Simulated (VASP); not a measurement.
PbS:

```
CELL_PARAMETERS angstrom
0.00000 2.95190 2.95190
2.95190 0.00000 2.95190
2.95190 2.95190 0.00000
ATOMIC_POSITIONS crystal
Pb 0.50000 0.50000 0.50000
S 0.00000 0.00000 0.00000
```

The cell is a database's computed one.

Base run:

```yaml
Program: VASP 6.6.1
Functional: PBEsol
Potentials_or_basis: VASP PAW PBE potentials, release 64 (Pb_d, S)
Cutoff: 700 eV
k_mesh: 10 × 10 × 10
Occupations: gaussian, width 0.1 eV
Spin: no spin polarisation
```

Its results: band gap on the k mesh 0.20 eV, direct; pressure 0.0 GPa.

**Question.** After a change of settings the same cell gave: band gap on the k mesh 0.57 eV, direct; pressure 2.2 GPa. Which change was it?
A. cutoff from 700 eV to 520 eV; occupations from gaussian, width 0.1 eV to gaussian, width 0.5 eV
B. functional from PBEsol to r2SCAN; cutoff from 700 eV to 520 eV; further incar settings from ALGO = Fast; EDIFF = 1e-06 to ALGO = Normal; EDIFF = 1e-06
C. potentials or basis from VASP PAW PBE potentials, release 64 (Pb_d, S) to VASP PAW PBE potentials, release 64 (Pb_d, S_h); cutoff from 700 eV to 900 eV
D. cutoff from 700 eV to 520 eV; k mesh from 10 × 10 × 10 to 16 × 16 × 16

**Answer.** B.

Caveats: the PAW data sets were made with another functional, which shifts forces and pressure a little; spin-orbit coupling is left out, which as a rule narrows the gap of such compounds by several tenths of an eV.
